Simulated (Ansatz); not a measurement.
Runs of Ansatz 0.2.0 on InSe. It takes space group R3m (No. 160, trigonal). The conventional cell has a = 4.000 Å, b = 4.000 Å, c = 25.320 Å, α = 90.00°, β = 90.00°, γ = 120.00°. Around In (site symmetry 3m) lie 3 Se at 2.63 Å and 1 In at 2.82 Å. In (site symmetry 3m) has 3 Se at 2.64 Å and 1 In at 2.82 Å as nearest neighbours. Se (site symmetry 3m) is surrounded by 3 In at 2.63 Å. Around Se (site symmetry 3m) lie 3 In at 2.64 Å. 

| task | level | potentials or basis | spin | cell | cutoff (eV) | points for each segment of the path | gap on the mesh (eV) | pressure (GPa) | relaxed volume (Å³/atom) | largest force (eV/Å) |
| --- | --- | --- | --- | --- | --- | --- | --- | --- | --- | --- |
| band structure | LDA | Ansatz PAW | SOC, no magnetisation | as given | 420 | 14 | (c) | -1.5 | - | 0.24 |
| relaxation of cell and atoms | BLYP+D4 | Ansatz PAW | off | relaxed | 420 | - | - | 0.0 | 29.70 | - |
| band structure | m-r2SCAN | Ansatz PAW | off | as given | 500 | 14 | 0.87 | 1.1 | - | 0.24 |
| single point | PBE | Ansatz PAW | off | as given | 800 | - | (a) | 2.7 | - | 0.36 |
| relaxation of cell and atoms | RPBE+D3(BJ) | Ansatz PAW | off | relaxed | 420 | - | 0.71 | 0.0 | (b) | - |

Alike in all rows: k mesh 8 × 8 × 8; smearing fermi-dirac 0.05 eV.

Q: Estimate the missing entries.

A: (a) 0.44; (b) 23.65; (c) 0.19.

Caveats: the PAW data sets come from PBE, with cores solved anew for the run's functional, which leaves a small shift of forces and pressure (some runs); spin-orbit coupling is left out, which moves the levels of the heavy elements (some runs); the plane-wave basis is chosen anew once the cell has moved, so the energies of steps on either side of that aren't comparable (some runs); the volume moved by over 15 % at a fixed basis, so the end points are rough (some runs); the volume moved by -19 % from the deposited cell, more than functionals usually miss (some runs).

A k mesh can miss the band edges, and rows without SOC leave out spin-orbit coupling on In, Se.
